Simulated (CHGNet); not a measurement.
L1₀ (CuAu-type) CoPt

These are the machine-learned potential CHGNet-r²SCAN (trained on r²SCAN data) values and carry that method's errors.

Cell (relaxed at this level):

CoPt has the tetragonal space group P4/mmm (No. 123), Pearson symbol tP2. Conventional cell: a = b = 2.716 Å, c = 3.573 Å, α = β = γ = 90.00°. Co on 1a has 8 Pt at 2.623 Å and 4 Co at 2.716 Å (cuboctahedral). Pt on 1d has 8 Co at 2.623 Å and 4 Pt at 2.716 Å (cuboctahedral). (Neighbours: up to the widest gap in distance over summed covalent radii, below 1.35, at either atom.)

```yaml
lattice_constant_a: 2.716 Å
c axis length: 3.573 Å
```

Measured, for comparison: lattice constant a 2.694 Å (temperature not stated, not corrected to a static lattice, P4/mmm two-atom cell, a_fct/√2; as tabulated in Karoui et al. (2013), arXiv:1204.5845); lattice parameter c 3.707 Å (temperature not stated, not corrected to a static lattice; as tabulated in Karoui et al. (2013), arXiv:1204.5845). Computed (rounded) less measured: lattice constant a +0.8 %, lattice parameter c -3.6 %.

A machine-learned potential is trained on density-functional data: it inherits that level's misses and adds fitting errors of its own.

Note: elastic tensor is asymmetric by over 3 %: noisy; elastic tensor is not positive definite: mechanically unstable at this level; the model gives imaginary modes for this phase (in the spectrum interpolated from a supercell).
